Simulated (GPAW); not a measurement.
# MoS2 (P-3m1) in GPAW: further runs

Runs on MoS2. Level: RPBE+U. Tasks: optical spectrum, energy-loss spectrum, eps q.

Program: GPAW 26.7.0. These are calculated values, not measurements. Logs are shortened: lines on timing, memory, paths and dates and some standing lists are left out, and cuts for length are marked. The log counts tension as positive stress, the text compression.

## (1) The crystal as given

Symmetry: P-3m1, No. 164, trigonal system. Conventional cell: a = 3.227 Å, b = 3.227 Å, c = 6.312 Å, α = 90.00°, β = 90.00°, γ = 120.00°. Around Mo (site symmetry -3m) lie 6 S at 2.42 Å. S (site symmetry 3m) is surrounded by 3 Mo at 2.42 Å.

Measurements of this composition are mostly on another form, of space group No. 194.

## (2) Optical spectrum, RPBE+U

Contents of run.py:

```python
from ase.dft.bandgap import bandgap
from ase.io import read, write
from gpaw import GPAW, PW
from gpaw.response.df import DielectricFunction

atoms = read('POSCAR')

calc = GPAW(mode=PW(500),
            xc='RPBE',
            kpts={'size': (8, 8, 4), 'gamma': True},
            occupations={'name': 'fermi-dirac', 'width': 0.05},
            setups={'Mo': ':d,6.0'},
            nbands=25,
            convergence={'density': 1e-06},
            maxiter=150,
            txt='gpaw.txt')
atoms.calc = calc
energy = atoms.get_potential_energy()
calc.write('gs.gpw')
write('result.traj', atoms)
print(f'Energy: {energy:.6f} eV')
print('Fermi level:', round(calc.get_fermi_level(), 4), 'eV')
print(f'Gap: {bandgap(calc)[0]:.4f} eV, direct: {bandgap(calc, direct=True)[0]:.4f} eV')

dense = calc.fixed_density(kpts={'size': (15, 15, 7), 'gamma': True},
                           nbands=55, convergence={'bands': 49, 'eigenstates': 1e-7},
                           update_fermi_level=True, txt='dense.txt')
dense.write('dense.gpw', mode='all')

df = DielectricFunction('dense.gpw', frequencies={'type': 'nonlinear', 'domega0': 0.05, 'omega2': 10},
                        eta=0.1, ecut=60, nbands=49, rate='eta', txt='df.txt')
for direction in ['x', 'z']:
    df.get_dielectric_function(xc='ALDA', direction=direction, filename=f'df_{direction}.csv')
```

Contents of POSCAR:

```
MoS2
1.0
    3.2274645616      0.0000000000      0.0000000000
   -1.6137322808      2.7950663001      0.0000000000
    0.0000000000      0.0000000000      6.3124734200
Mo S
1 2
Direct
    0.0000000000      0.0000000000      0.5000000000
    0.6666666667      0.3333333333      0.7446806800
    0.3333333333      0.6666666667      0.2553193200
```

Potentials or basis: the program's PAW data sets (release 1.2.1) made for this functional, pw.

Launch:

```
$ OMP_NUM_THREADS=1 python run.py
```

gpaw.txt:

```text
__  _  _
 | _ |_)|_||  |
 |__||  | ||/\| - 26.7.0

Input parameters:
  mode=PW(ecut=500.0),
  convergence={'density': 1e-06},
  kpts=MonkhorstPack(size=(8, 8, 4), gamma=True),
  maxiter=150,
  nbands=25,
  occupations=Occupations(name='fermi-dirac', width=0.05),
  setups={'Mo': ':d,6.0'},
  xc=XC(name='RPBE')

Diagonalizing LCAO Hamiltonian
Converting LCAO to pw mode

            S

       Mo
         S

Atoms  # Å, Bohr magnetons
|   | symbol |         x |        y |        z |    initial magnetic moments |
|---|--------|-----------|----------|----------|-----------------------------|
| 0 |     Mo |  0.000000 | 0.000000 | 3.156237 | ( 0.0000,  0.0000,  0.0000) |
| 1 |      S |  1.613732 | 0.931689 | 4.700777 | ( 0.0000,  0.0000,  0.0000) |
| 2 |      S | -0.000000 | 1.863378 | 1.611696 | ( 0.0000,  0.0000,  0.0000) |

Unit cell  # Å
| periodic |         x |        y |        z |  lengths |     angles |
|----------|-----------|----------|----------|----------|------------|
|      yes |  3.227465 | 0.000000 | 0.000000 | 3.227465 |  90.000000 |
|      yes | -1.613732 | 2.795066 | 0.000000 | 3.227465 |  90.000000 |
|      yes |  0.000000 | 0.000000 | 6.312473 | 6.312473 | 120.000000 |

Number of symmetries: 12
Symmetry operations  # r_c * U_cc + t_c -> r_c
|    | kind |            matrix            |
|----|------|------------------------------|
|  0 |  σ   |  1, 1, 0,  0,-1, 0,  0, 0, 1 |
|  1 |  S6  |  1, 1, 0, -1, 0, 0,  0, 0,-1 |
|  2 |  E   |  1, 0, 0,  0, 1, 0,  0, 0, 1 |
|  3 |  C2  |  1, 0, 0, -1,-1, 0,  0, 0,-1 |
|  4 |  C2  |  0, 1, 0,  1, 0, 0,  0, 0,-1 |
|  5 |  C3  |  0, 1, 0, -1,-1, 0,  0, 0, 1 |
|  6 |  S6  |  0,-1, 0,  1, 1, 0,  0, 0,-1 |
|  7 |  σ   |  0,-1, 0, -1, 0, 0,  0, 0, 1 |
|  8 |  σ   | -1, 0, 0,  1, 1, 0,  0, 0, 1 |
|  9 |  i   | -1, 0, 0,  0,-1, 0,  0, 0,-1 |
| 10 |  C3  | -1,-1, 0,  1, 0, 0,  0, 0, 1 |
| 11 |  C2  | -1,-1, 0,  0, 1, 0,  0, 0,-1 |

BZ-sampling:
  Number of BZ points: 256
  Number of IBZ points: 35

  Monkhorst-Pack size: [8, 8, 4]
  Monkhorst-Pack shift: [0.0625, 0.0625, 0.125]

K-points  # in reciprocal-cell coordinates
|     |                                coordinates |     weight |
|-----|--------------------------------------------|------------|
|   0 | (  0.00000000,   0.00000000,   0.00000000) | 0.00390625 |
|   1 | (  0.00000000,   0.00000000,   0.25000000) | 0.00781250 |
|   2 | (  0.00000000,   0.00000000,   0.50000000) | 0.00390625 |
|   3 | (  0.12500000,   0.00000000,  -0.25000000) | 0.02343750 |
|   4 | (  0.12500000,   0.00000000,   0.00000000) | 0.02343750 |
|   5 | (  0.12500000,   0.00000000,   0.25000000) | 0.02343750 |
|   6 | (  0.12500000,   0.00000000,   0.50000000) | 0.02343750 |
|   7 | (  0.25000000,  -0.12500000,   0.00000000) | 0.02343750 |
|   8 | (  0.25000000,  -0.12500000,   0.25000000) | 0.04687500 |
|   9 | (  0.25000000,  -0.12500000,   0.50000000) | 0.02343750 |
| ... |                                            |            |
|  34 | (  0.50000000,   0.50000000,   0.50000000) | 0.01171875 |

Plane wave coefficients: 1464
Cutoff: 500.0 eV

Spin-components: 1 (collinear spins)
Bands:           25
Projectors:      16
Spin-degeneracy: 2
Datatype:        complex128

Parallelization:
  kpt:    1
  domain: 1
  band:   1

Density:
  Valence electrons: 26.0
  Components: 1
  Grid points: [18 18 35]
  Charge: 0.0  # |e|

Potential:
  Grid points: [18 18 35]

species:
  Mo:
    name:    Molybdenum
    Z:       42.0
    valence: 14
    core:    28
    charge:  0.0  # [|e|]
    Hubbard: {U: 6.0,  # eV
              l: 2,
              scale: True}
    compensation charges:
      type: gauss
      rc: 0.38  # [Å]
      lmax: 2
    cutoffs:
      filter: 2.16  # [Å]
      core: 1.42  # [Å]
    projectors
    | kind |    occ | energy [eV] | rcut [Å] |
    |------|--------|-------------|----------|
    |   4s |  2.000 |     -64.254 |    1.238 |
    |   5s |  1.000 |      -3.985 |    1.238 |
    |   4p |  6.000 |     -38.450 |    1.296 |
    |   5p |  0.000 |      -1.035 |    1.296 |
    |   4d |  5.000 |      -3.699 |    1.296 |
    |    d |        |      23.512 |    1.296 |

    Using partial waves for Mo as LCAO basis

  S:
    name:    Sulfur
    Z:       16.0
    valence: 6
    core:    10
    charge:  0.0  # [|e|]
    compensation charges:
      type: gauss
      rc: 0.24  # [Å]
      lmax: 2
    cutoffs:
      filter: 1.77  # [Å]
      core: 1.66  # [Å]
    projectors
    | kind |    occ | energy [eV] | rcut [Å] |
    |------|--------|-------------|----------|
    |   3s |  2.000 |     -17.247 |    0.974 |
    |   3p |  4.000 |      -6.991 |    0.979 |
    |    s |        |       9.964 |    0.974 |
    |    p |        |      20.220 |    0.979 |
    |    d |        |       0.000 |    0.900 |

    Using partial waves for S as LCAO basis

Reference energy: -131864.447982  # eV

eigensolver:
  PPCG
  Converge bands: occupied
  niter=2

density mixing:
  MSR1-Mixer
  Pratt-step length: 0.05
  Maximum mixing coefficient: 0.75
  Old densities: 10
  SVD Regularization: 0.005
  Good broyden scale: 1.0
  Trust region scale: 1.0
  Backstep threshold: 4.0
  History deletion threshold: 6.0
  Fourier metric: weight=20.0, sigma=0.015

occupation numbers:
  Fermi-Dirac:
    width: 0.0500  # eV

poisson solver:
  ecut: 4000.0  # eV

xc functional:
  name: RPBE with 2 nearest neighbor stencil

convergence criteria:
- Maximum integral of absolute [dens]ity change: 1e-06 electrons / valence electron
- Maximum [total energy] change in last 3 cyles: 0.0005 eV / valence electron
- Maximum integral of absolute [eigenst]ate change: 4e-08 eV^2 / valence electron
maximum number of iterations: 150

SCF iterations
|iter     | |      energy | eigst |  dens |
|---------|-|-------------|-------|-------|
|iter:   1| |  -14.337148 | +0.36 |       |
|iter:   2| |  -13.690868 | -1.49 | -0.95 |
|iter:   3| |  -12.545662 | -1.17 | -1.02 |
|iter:   4| |  -12.558049 | -2.31 | -1.49 |
|iter:   5| |  -12.589482 | -2.61 | -1.73 |
|iter:   6| |  -12.599579 | -3.06 | -2.00 |
|iter:   7| |  -12.615801 | -3.41 | -2.54 |
|iter:   8| |  -12.655467 | -2.54 | -2.59 |
|iter:   9| |  -12.802576 | -2.51 | -2.32 |
|iter:  10| |  -13.072728 | -2.32 | -2.17 |
|iter:  11| |  -12.956031 | -2.34 | -1.94 |
|iter:  12| |  -12.671559 | -2.36 | -2.11 |
|iter:  13| |  -12.617086 | -2.96 | -2.36 |
|iter:  14| |  -12.615399 | -4.75 | -2.57 |
|iter:  15| |  -12.613449c| -5.25 | -2.63 |
|iter:  16| |  -12.613951c| -6.10 | -2.70 |
|iter:  17| |  -12.618776c| -4.58 | -2.69 |
|iter:  18| |  -12.616056c| -4.71 | -2.67 |
|iter:  19| |  -12.613832c| -5.25 | -2.63 |
|iter:  20| |  -12.617418c| -4.59 | -2.69 |
|iter:  21| |  -12.626255c| -4.33 | -2.71 |
|iter:  22| |  -12.612062 | -3.91 | -2.60 |
|iter:  23| |  -12.607886 | -4.20 | -2.94 |
|iter:  24| |  -12.607662c| -5.08 | -3.56 |
|iter:  25| |  -12.607666c| -7.15 | -4.32 |
|iter:  26| |  -12.607667c| -7.76c| -4.64 |
|iter:  27| |  -12.607668c| -8.29c| -4.96 |
|iter:  28| |  -12.607669c| -7.65c| -5.30 |
|iter:  29| |  -12.607668c| -8.22c| -5.59 |
|iter:  30| |  -12.607668c| -8.59c| -5.87 |
|iter:  31| |  -12.607668c| -9.11c| -6.55c|

Converged in 31 steps
Energy contributions relative to reference atoms: (reference = -131864.447982)

Energy contributions:
  Kinetic:           0.588960
  Coulomb:          -6.332826
  Zero:             -0.178127
  External:          0.000000
  Xc:               -6.680492
  Entropy:          -0.010367
  Spinorbit:         0.000000
  ----------------------------
  Free energy:     -12.612851
  Extrapolated:    -12.607668

dipole moment: (-6.037938, -10.458015, 0.000002)  # |e|*Ang

Fermi level: 7.612
Eigenvalues  # (at kpt = [0.000, 0.000, 0.000])
| band index |      eig [eV] | occ [0-2] |
|------------|---------------|-----------|
|          0 |       -54.315 |     2.000 |
|        ... |               |           |
|          7 |         4.072 |     2.000 |
|          8 |         4.072 |     2.000 |
|          9 |         5.814 |     2.000 |
|         10 |         6.378 |     2.000 |
|         11 |         6.378 |     2.000 |
|         12 |         6.510 |     2.000 |
[... 8 lines left out ...]
|         21 |        17.889 |     0.000 |
|         22 |        20.420 |     0.000 |
|        ... |               |           |
|         24 |        20.617 |     0.000 |

No gap
No difference between direct/indirect transitions
# Writing to gs.gpw (mode='')
```

Run time: 8.5 min. Hardware: 1 thread of Arm Neoverse V1, shared host; peak memory 1.1 GiB.

Results:

| Property | Result |
| --- | --- |
| Free energy | -12.6129 eV |
| Band gap on the k mesh | none (metal or under the smearing width) |

Dielectric function (mean over the directions given):
```tsv
energy (eV)	real part	imaginary part
0.25	-25.37	87.10
1.15	-0.96	20.15
2.18	1.30	5.61
3.17	3.06	4.05
4.16	4.87	4.92
5.16	2.30	6.50
6.15	-0.52	4.16
7.12	1.26	3.19
8.16	1.23	3.68
9.18	2.07	3.19
10.06	1.28	4.14
11.09	0.21	4.68
12.08	-0.82	3.39
13.00	-0.91	2.52
14.10	-0.53	2.16
15.13	-0.90	2.00
16.21	-0.76	1.24
17.36	-0.39	1.03
18.58	-0.37	0.89
19.87	-0.32	0.66
```

Caveat: the intraband term hangs on this k mesh; the long-wavelength limit can be off by several per cent where d states take part; response on these states lacks terms of the Hamiltonian; these spectra lack excitons; U without spin polarisation on a metal has little footing.

[end of part 1 of 2]
